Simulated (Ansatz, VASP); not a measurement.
**Two plane-wave programs on InAs**

Contents of INCAR:

```
SYSTEM = InAs
PREC     = Accurate       ! precision mode
ENCUT    = 520            ! plane-wave cutoff, eV
EDIFF    = 1E-7           ! SCF threshold, eV
ISMEAR   = 0              ! smearing method
SIGMA    = 0.1            ! smearing width, eV
LREAL    = .FALSE.        ! projectors in reciprocal space
LASPH    = .TRUE.         ! aspherical terms in the spheres
NELM     = 60             ! most SCF steps
ALGO     = Normal         ! electronic algorithm
ISIF     = 2              ! what is computed and relaxed
LWAVE    = .FALSE.        ! write WAVECAR
LCHARG   = .FALSE.        ! write CHGCAR
GGA      = PE             ! functional
NBANDS   = 16             ! bands
```

File KPOINTS:

```
regular mesh
0
G
  6 6 6
  0 0 0
```

The input POSCAR:

```
InAs
1.0
    0.0000000000      3.0535616600      3.0535616600
    3.0535616600      0.0000000000      3.0535616600
    3.0535616600      3.0535616600      0.0000000000
In As
1 1
Direct
    0.2500000000      0.2500000000      0.2500000000
    0.0000000000      0.0000000000      0.0000000000
```

Input for Ansatz:

```yaml
crystal:
  lattice:
    - [0.0, 3.05356166, 3.05356166]
    - [3.05356166, 0.0, 3.05356166]
    - [3.05356166, 3.05356166, 0.0]
  atoms:
    - { symbol: In, position: [0.25, 0.25, 0.25] }
    - { symbol: As, position: [0.0, 0.0, 0.0] }
basis:
  ecutwfc: 420
kpoints:
  mp_grid: { grid: [6, 6, 6] }
hamiltonian:
  xc: pbe
  pseudopotentials: { kind: paw, azcp: { folder: soft_1 } }
scf:
  occupations: { method: gaussian, width: 0.1 }
output:
  forces: true
  stress: true
  eigenvalues: true
```

The cell is a database's computed one.

Alike in both runs: task single point; functional PBE; k mesh 6 × 6 × 6; occupations gaussian, width 0.1 eV; no spin polarisation.

|  | VASP | Ansatz |
| --- | --- | --- |
| version | VASP 6.6.1 | Ansatz 0.2.0 |
| potentials or method | VASP PAW PBE potentials, release 64 (In_d, As) | scalar-relativistic, plane waves, PAW |
| plane-wave cutoff (eV) | 520 | 420 |
| valence electrons in the cell | 18 | 28 |

|  | VASP | Ansatz | Ansatz less VASP |
| --- | --- | --- | --- |
| gap on the k mesh at the Fermi level (eV) | none | none | - |
| pressure (GPa) | 2.2 | 2.1 | -0.05 |

A gap of «none» marks a metal or a gap that the smearing closes. With one functional, cell and mesh, what is left measures potentials, basis and numerics. The two sets of potentials don't hold the same shells in valence.

Caveats: this crystal is a semiconductor, whose small gap the functional closes, so the metal is an error of the method.
